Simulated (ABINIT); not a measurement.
# GaP (F-43m) in ABINIT: further runs, part 2 of 2

ABINIT 10.8.3 (patched build).

**5. Band structure, PBE, spin-orbit coupling, no magnetisation**

run.abi

```
# Datasets: ground state, then fixed potential
ndtset 2

# Pseudopotentials
pp_dirpath "./"
pseudos "Ga.GGA_PBE-JTH.xml, P.GGA_PBE-JTH.xml"

# Structure
acell 7.2831660764 7.2831660764 7.2831660764
rprim
     0.0000000000     0.7071067812     0.7071067812
     0.7071067812     0.0000000000     0.7071067812
     0.7071067812     0.7071067812     0.0000000000
ntypat 2
znucl 31 15
natom 2
typat 1 2
xred
     0.0000000000     0.0000000000     0.0000000000
     0.7500000000     0.7500000000     0.7500000000

# Plane-wave basis
ecut 20.0
pawecutdg 40.0

# Exchange and correlation
ixc 11

# Bands and occupations
occopt 3
tsmear 0.05 eV

# Spin
nspinor 2
nspden 1
pawspnorb 1

# SCF cycle
nstep 100

# Output
iomode 3
prtwf 0
prteig 0
prtebands 0
enunit 2
prtden1 1
prtvha1 1
prtvclmb1 1
prtpot1 1

# Dataset 1
kptopt1 4
ngkpt1 8 8 8
nshiftk1 1
shiftk1 0.0 0.0 0.0
nband1 26
tolvrs1 1.0e-9

# Dataset 2: bands along G-X-W-K-G-L-U-W-L-K
iscf2 -2
getden2 1
nband2 34
nbdbuf2 2
tolwfr2 1.0e-12
kptopt2 -9
ndivsm2 6
prteig2 1
kptbounds2
     0.0000000000     0.0000000000     0.0000000000
     0.5000000000     0.0000000000     0.5000000000
     0.5000000000     0.2500000000     0.7500000000
     0.3750000000     0.3750000000     0.7500000000
     0.0000000000     0.0000000000     0.0000000000
     0.5000000000     0.5000000000     0.5000000000
     0.6250000000     0.2500000000     0.6250000000
     0.5000000000     0.2500000000     0.7500000000
     0.5000000000     0.5000000000     0.5000000000
     0.3750000000     0.3750000000     0.7500000000
```

Potentials or basis: JTH PAW PBE v2.0.

The run is started by

```console
$ abinit run.abi > log 2>&1
```

run.abo:

```text
.Version 10.8.3 of ABINIT
 DATASET    1 : space group F2 3 (#196); Bravais cF (face-center cubic)
================================================================================
 Values of the parameters that define the memory need for DATASET  1.
     intxc =       0    ionmov =       0      iscf =      17    lmnmax =      18
     lnmax =       6     mgfft =      30  mpssoang =       3    mqgrid =    3001
     natom =       2  nloc_mem =       2    nspden =       1   nspinor =       2
    nsppol =       1      nsym =      12    n1xccc =       1    ntypat =       2
    occopt =       3   xclevel =       2
       mpw =        1211          nfft =       27000          nkpt =          52
 PAW method is used; the additional fine FFT grid is defined by:
   mgfftf=        45    nfftf =     91125
================================================================================
================================================================================

 DATASET    2 : space group F2 3 (#196); Bravais cF (face-center cubic)
================================================================================
 Values of the parameters that define the memory need for DATASET  2.
     intxc =       0    ionmov =       0      iscf =      -2    lmnmax =      18
     lnmax =       6     mgfft =      30  mpssoang =       3    mqgrid =    3001
     natom =       2  nloc_mem =       2    nspden =       1   nspinor =       2
    nsppol =       1      nsym =      12    n1xccc =       1    ntypat =       2
    occopt =       3   xclevel =       2
       mpw =        1211          nfft =       27000          nkpt =         103
 PAW method is used; the additional fine FFT grid is defined by:
   mgfftf=        45    nfftf =     91125
================================================================================
================================================================================

--------------------------------------------------------------------------------
------------- Echo of variables that govern the present computation ------------
[... 2224 lines left out ...]
   0.10575    0.10583    0.26899    0.26920    0.36494    0.36510    0.49049    0.49094
   0.49231    0.49306    0.52865    0.53232    0.56940    0.56973    0.72617    0.72835
   0.77035    0.77037
 Eigenvalues (   eV  ) for nkpt= 103  k points:
 kpt#   1, nband= 34, wtk=  1.00000, kpt=  0.0000  0.0000  0.0000 (reduced coord)
  -9.64580   -9.64580   -9.64580   -9.64580   -9.22739   -9.22739   -9.16209   -9.16209
  -9.16209   -9.16209   -7.36039   -7.36039    5.07766    5.07766    5.16070    5.16070
   5.16070    5.16070    6.95815    6.95815    8.90956    8.90956    9.07689    9.07689
   9.07689    9.07689   13.94462   13.94462   14.86708   14.86708   14.86708   14.86708
  17.56856   17.58656
 kpt#   2, nband= 34, wtk=  1.00000, kpt=  0.0294  0.0000  0.0294 (reduced coord)
  -9.64647   -9.64647   -9.64524   -9.64524   -9.22755   -9.22755   -9.16272   -9.16272
  -9.16158   -9.16158   -7.34523   -7.34523    4.96957    4.96957    5.07625    5.07625
   5.11458    5.11458    7.10081    7.10081    8.92124    8.92124    9.08488    9.08488
   9.13803    9.13803   14.02388   14.02388   14.71103   14.71103   14.88171   14.88171
  17.60708   17.63527
 kpt#   3, nband= 34, wtk=  1.00000, kpt=  0.0588  0.0000  0.0588 (reduced coord)
  -9.64769   -9.64769   -9.64436   -9.64436   -9.22803   -9.22803   -9.16335   -9.16335
  -9.16125   -9.16125   -7.29991   -7.29991    4.62741    4.62741    4.94003    4.94003
   4.98528    4.98528    7.43250    7.43250    8.84389    8.84389    9.22270    9.22270
   9.31184    9.31184   14.23189   14.23189   14.34356   14.34356   14.92217   14.92217
[... 587 lines left out ...]
  12.57407   12.57954   14.45167   14.53138   15.33563   15.34418   19.60553   19.62112
  20.08024   20.11110
 kpt# 102, nband= 34, wtk=  1.00000, kpt=  0.3875  0.3875  0.7250 (reduced coord)
  -9.70482   -9.66434   -9.62361   -9.60895   -9.27892   -9.20352   -9.16740   -9.16650
  -9.14832   -9.13658   -4.49421   -4.49342   -1.35440   -1.34469    1.15323    1.17441
   2.97168    2.97402    7.42069    7.42722   10.34953   10.35198   12.97725   12.99762
  13.03250   13.04359   14.30484   14.39441   15.33668   15.34555   19.87809   19.93464
  20.76965   20.77805
 kpt# 103, nband= 34, wtk=  1.00000, kpt=  0.3750  0.3750  0.7500 (reduced coord)
  -9.70523   -9.66568   -9.62283   -9.60902   -9.27766   -9.20545   -9.16688   -9.16253
  -9.14990   -9.13578   -4.42977   -4.42846   -1.41423   -1.40457    1.18597    1.20751
   2.87758    2.87977    7.31954    7.32529    9.93049    9.93483   13.34702   13.35925
  13.39634   13.41673   14.38541   14.48507   15.49408   15.50301   19.76010   19.81939
  20.96216   20.96294

== END DATASET(S) ==============================================================
================================================================================

 -outvars: echo values of variables after computation  --------
            acell      7.2831660764E+00  7.2831660764E+00  7.2831660764E+00 Bohr
           etotal1    -8.5774815502E+01
            fcart1     3.2677884807E-30  3.2677884807E-30 -9.8033654420E-30
                      -3.2677884807E-30 -3.2677884807E-30  9.8033654420E-30
            rprim      0.0000000000E+00  7.0710678120E-01  7.0710678120E-01
                       7.0710678120E-01  0.0000000000E+00  7.0710678120E-01
                       7.0710678120E-01  7.0710678120E-01  0.0000000000E+00
           strten1    -8.6364563063E-05 -8.6364563063E-05 -8.6364563063E-05
                       0.0000000000E+00  0.0000000000E+00  0.0000000000E+00
           xangst      0.0000000000E+00  0.0000000000E+00  0.0000000000E+00
                       4.0878749973E+00  4.0878749973E+00  4.0878749973E+00
             xred      0.0000000000E+00  0.0000000000E+00  0.0000000000E+00
                       7.5000000000E-01  7.5000000000E-01  7.5000000000E-01
 Calculation completed.
```

Run time: 5.3 min. Hardware: 1 thread of Arm Neoverse V1, shared host; peak memory 0.22 GiB.

What came out:

- Free energy: -2334.0516 eV
- Pressure: 2.5 GPa
- Band gap on the k mesh: 1.62 eV, indirect (least direct gap 1.80 eV)
- Band gap along the path: 1.57 eV, indirect (least direct gap 1.80 eV)
- Valence electrons inside the program's atomic spheres: Ga 11.07; P 1.59

Levels at the corners of the path, in eV from the valence-band top:
```tsv
point	band 14	band 15	band 16	band 17	band 18	band 19	band 20	band 21	band 22	band 23
Γ	-0.08	0.00	0.00	0.00	0.00	1.80	1.80	3.75	3.75	3.92
X	-6.78	-2.72	-2.72	-2.70	-2.70	1.63	1.63	1.80	1.80	10.51
W	-6.57	-3.61	-3.59	-3.47	-3.42	4.67	4.68	4.82	4.85	6.01
K	-6.57	-3.97	-3.95	-2.28	-2.28	2.16	2.16	4.77	4.77	8.19
Γ	-0.08	0.00	0.00	0.00	0.00	1.80	1.80	3.75	3.75	3.92
L	-6.66	-1.18	-1.18	-1.11	-1.11	1.65	1.65	4.66	4.66	4.72
U	-6.57	-3.97	-3.95	-2.28	-2.28	2.16	2.16	4.77	4.77	8.19
W	-6.57	-3.61	-3.59	-3.47	-3.42	4.67	4.68	4.82	4.85	6.01
L	-6.66	-1.18	-1.18	-1.11	-1.11	1.65	1.65	4.66	4.66	4.72
K	-6.57	-3.97	-3.95	-2.28	-2.28	2.16	2.16	4.77	4.77	8.19
```

**6. Band structure, LDA-Teter**

Edit run.abi of step 5 so:

```diff
@@ -5,10 +5,10 @@
 pp_dirpath "./"
-pseudos "Ga.GGA_PBE-JTH.xml, P.GGA_PBE-JTH.xml"
+pseudos "Ga.LDA_PW-JTH.xml, P.LDA_PW-JTH.xml"
 
 # Structure
-acell 7.2831660764 7.2831660764 7.2831660764
+acell 3*1.0
 rprim
-     0.0000000000     0.7071067812     0.7071067812
-     0.7071067812     0.0000000000     0.7071067812
-     0.7071067812     0.7071067812     0.0000000000
+     0.0000000000     5.1499761211     5.1499761211
+     5.1499761211     0.0000000000     5.1499761211
+     5.1499761211     5.1499761211     0.0000000000
 ntypat 2
@@ -26,3 +26,3 @@
 # Exchange and correlation
-ixc 11
+ixc 1
 
@@ -31,7 +31,2 @@
 tsmear 0.05 eV
-
-# Spin
-nspinor 2
-nspden 1
-pawspnorb 1
 
@@ -47,8 +42,5 @@
 prtden1 1
-prtvha1 1
-prtvclmb1 1
-prtpot1 1
 
 # Dataset 1
-kptopt1 4
+kptopt1 1
 ngkpt1 8 8 8
@@ -56,3 +48,3 @@
 shiftk1 0.0 0.0 0.0
-nband1 26
+nband1 13
 tolvrs1 1.0e-9
@@ -62,3 +54,3 @@
 getden2 1
-nband2 34
+nband2 17
 nbdbuf2 2
@@ -66,3 +58,3 @@
 kptopt2 -9
-ndivsm2 6
+ndivsm2 5
 prteig2 1
```

Potentials or basis: JTH PAW LDA v2.0.

The run is started by

```console
$ abinit run.abi > log 2>&1
```

Wall time 44 s (1 thread of Arm Neoverse V1, shared host); peak memory 0.11 GiB.

Results (log left out):

```
Free energy                                           : -2341.4293 eV
Pressure                                              : -2.7 GPa
Band gap on the k mesh                                : 1.49 eV, indirect (least direct gap 1.60 eV)
Band gap along the path                               : 1.44 eV, indirect (least direct gap 1.60 eV)
Valence electrons inside the program's atomic spheres : Ga 11.09; P 1.60
```

Levels at the corners of the path, in eV from the valence-band top:
```csv
point,band 6,band 7,band 8,band 9,band 10,band 11,band 12,band 13
Γ,-12.52,0.00,0.00,0.00,1.60,3.79,3.79,3.79
X,-9.52,-6.85,-2.71,-2.71,1.50,1.68,10.43,10.43
W,-9.42,-6.65,-3.62,-3.47,4.59,4.76,5.96,6.00
K,-9.56,-6.64,-3.99,-2.28,2.04,4.68,8.11,8.14
Γ,-12.52,0.00,0.00,0.00,1.60,3.79,3.79,3.79
L,-10.44,-6.72,-1.13,-1.13,1.50,4.63,4.63,8.05
U,-9.56,-6.64,-3.99,-2.28,2.04,4.68,8.11,8.14
W,-9.42,-6.65,-3.62,-3.47,4.59,4.76,5.96,6.00
L,-10.44,-6.72,-1.13,-1.13,1.50,4.63,4.63,8.05
K,-9.56,-6.64,-3.99,-2.28,2.04,4.68,8.11,8.14
```

**7. The runs side by side**

| level | potentials or basis | spin | cutoff (eV) | fine-grid cutoff | gap on the mesh (eV) | pressure (GPa) |
| --- | --- | --- | --- | --- | --- | --- |
| BP86 | JTH PAW PBE v2.0 | off | 544 | 1088.46 eV | 1.64 | 3.0 |
| PBEsol | JTH PAW PBE v2.0 | off | 544 | 1088.46 eV | 1.51 | -0.4 |
| PBE | Ansatz NC PBE | off | 1088 | - | 1.64 | 2.5 |
| PBE | JTH PAW PBE v2.0 | SOC, no magnetisation | 544 | 1088.46 eV | 1.62 | 2.5 |
| LDA-Teter | JTH PAW LDA v2.0 | off | 544 | 1088.46 eV | 1.49 | -2.7 |

Alike in all rows: task band structure; cell as given; k mesh 8 × 8 × 8; smearing fermi-dirac 0.05 eV.

Caveats: the PAW data sets were made with another functional, which shifts forces and pressure a little (some runs).

Absolute energies hang on the potentials; compare differences alone.

**8. How close it comes**

Step 2. Measured gap of GaP: 2.34 eV (indirect; 10 K; quoted in “Stacking defects in GaP nanowires: Electronic structure and optical properties”, 2018, arxiv:1810.01194). This calculation gives 1.61 eV (-0.73 eV). Spin-orbit coupling on Ga is left out. The value is that of BP86, without temperature or zero-point motion.

Step 3. A measured gap of GaP is 2.34 eV (indirect; 10 K; quoted in “Stacking defects in GaP nanowires: Electronic structure and optical properties”, 2018, arxiv:1810.01194); the calculated 1.47 eV misses it by -0.87 eV. Spin-orbit coupling on Ga is left out. The value is that of PBEsol, without temperature or zero-point motion. Semilocal functionals fall short of measured gaps as a rule.

Step 4. A measured gap of GaP is 2.34 eV (indirect; 10 K; quoted in “Stacking defects in GaP nanowires: Electronic structure and optical properties”, 2018, arxiv:1810.01194); the calculated 1.60 eV misses it by -0.74 eV. Spin-orbit coupling on Ga is left out. The value is that of PBE, without temperature or zero-point motion. Semilocal functionals fall short of measured gaps as a rule.

Step 5. Measured gap of GaP: 2.34 eV (indirect; 10 K; quoted in “Stacking defects in GaP nanowires: Electronic structure and optical properties”, 2018, arxiv:1810.01194). This calculation gives 1.57 eV (-0.77 eV). The value is that of PBE, without temperature or zero-point motion. Semilocal functionals fall short of measured gaps as a rule.

Step 6. Measured gap of GaP: 2.34 eV (indirect; 10 K; quoted in “Stacking defects in GaP nanowires: Electronic structure and optical properties”, 2018, arxiv:1810.01194). This calculation gives 1.44 eV (-0.90 eV). Spin-orbit coupling on Ga is left out. The value is that of LDA-Teter, without temperature or zero-point motion. Semilocal functionals fall short of measured gaps as a rule.
